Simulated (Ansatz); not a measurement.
# KI: from a migration barrier to a jump rate

Method: DFT PBE, scalar-relativistic, plane waves, PAW in Ansatz 0.2.0. Cutoff 420 eV, Γ-centred 4×4×4 k-points, Gaussian smearing of 0.05 eV. Spin–orbit coupling is left out, which matters for the heavy elements here. No spin polarisation.

In a supercell of 16 sites an atom of K jumps into a neighbouring K vacancy, a = 4.34 Å from site to site in the perfect crystal, with a cell charge of -1 (uniform background, no finite-size correction). A nudged elastic band with 5 inner images puts the highest image 0.381 eV above the start and 0.382 eV above the end. No image climbed, so the top of the path can lie higher. Take it as the barrier; the order of the saddle wasn't checked, and the cell is small.

**Question.** With an assumed attempt frequency of 10¹³ s⁻¹, how often does the jump happen, and how fast does the vacancy diffuse?

**Answer.** Transition-state theory gives Γ = ν exp(−E/k_BT), and one such jump direction contributes Γa²/6 to the vacancy's diffusion coefficient averaged over directions:

| T (K) | E/k_BT | Γ (1/s) | Γa²/6 (cm²/s) |
| --- | --- | --- | --- |
| 300 | 14.7 | 3.9 × 10^6 | 1.2 × 10^-9 |
| 600 | 7.4 | 6.3 × 10^9 | 2.0 × 10^-6 |
| 1000 | 4.4 | 1.2 × 10^11 | 3.8 × 10^-5 |
| 1500 | 2.9 | 5.2 × 10^11 | 1.6 × 10^-4 |

The rate reaches one jump a second at T = E/(k_B ln 10¹³) = 148 K. The number of equivalent jumps multiplies D if they link up through the crystal; a hop between two sites alone gives no long-range diffusion, which then waits on a higher barrier. In either case the atoms' own diffusion carries the vacancy concentration and a correlation factor besides. Rows above the melting point are formal, and so are rows where E/k_BT falls under about 3, since the theory needs rare jumps.

**Question.** How much does an error of 0.1 eV in the barrier matter?

**Answer.** It multiplies the rate by exp(0.1 eV/k_BT): 48 at 300 K and 3.2 at 1000 K, more than the usual doubt about ν at low temperature.

Cost: 1 run of about 60 core-minutes, on Intel Xeon Platinum 8488C (Sapphire Rapids) (shared hosts).